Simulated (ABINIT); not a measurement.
Set up this calculation in ABINIT 10.8.3 (patched build), as the native input.

- Task: band structure
- Functional: PBEsol
- Potentials or basis: PseudoDojo NC SR PBEsol v0.4.1 standard
- Cutoff: 1143 eV
- k mesh: 11 × 11 × 6
- Occupations: fermi-dirac, width 0.05 eV
- Spin: no spin polarisation

The system is Zn.

```xyz
2
Lattice="2.6700 0.0000 0.0000 -1.3350 2.3123 0.0000 0.0000 0.0000 4.9660" Properties=species:S:1:pos:R:3 pbc="T T T"
Zn    1.3350    0.7708    3.7245
Zn    0.0000    1.5415    1.2415
```

These files were run (other wordings do the same):

run.abi

```
# Datasets: ground state, then fixed potential
ndtset 2

# Pseudopotentials
pp_dirpath "./"
pseudos "Zn.upf"

# Structure
acell 3*1.0 Angstrom
rprim
     2.6700000000     0.0000000000     0.0000000000
    -1.3350000000     2.3122878281     0.0000000000
     0.0000000000     0.0000000000     4.9660000000
ntypat 1
znucl 30
natom 2
typat 1 1
xred
     0.6666666667     0.3333333333     0.7500000000
     0.3333333333     0.6666666667     0.2500000000

# Plane-wave basis
ecut 42.0

# Exchange and correlation
ixc -116133

# Bands and occupations
occopt 3
tsmear 0.05 eV

# SCF cycle
nstep 100

# Output
iomode 3
prtwf 0
prteig 0
prtebands 0
enunit 1
prtden1 1
prtvha1 1
prtvclmb1 1
prtpot1 1
prtelf1 1

# Dataset 1
kptopt1 1
ngkpt1 11 11 6
nshiftk1 1
shiftk1 0.0 0.0 0.0
nband1 24
tolvrs1 1.0e-10

# Dataset 2: bands along G-M-K-G-A-L-H-A
iscf2 -2
getden2 1
nband2 30
nbdbuf2 4
tolwfr2 1.0e-11
kptopt2 -7
ndivsm2 6
prteig2 1
prtvol2 -3
kptbounds2
     0.0000000000     0.0000000000     0.0000000000
     0.5000000000     0.0000000000     0.0000000000
     0.3333333333     0.3333333333     0.0000000000
     0.0000000000     0.0000000000     0.0000000000
     0.0000000000     0.0000000000     0.5000000000
     0.5000000000     0.0000000000     0.5000000000
     0.3333333333     0.3333333333     0.5000000000
     0.0000000000     0.0000000000     0.5000000000
```

Potentials or basis: PseudoDojo NC SR PBEsol v0.4.1 standard.

The run is started by

```sh
$ abinit run.abi > log 2>&1
```

It gave:

The pressure is -5.8 GPa. The band gap on the k mesh is none (metal or under the smearing width) and the valence electrons inside the program's atomic spheres are Zn 18.10 (radii [1.0584] Å).

Wall time 3.8 min on 1 thread of Arm Neoverse V1 (shared host), peak memory 0.16 GiB.
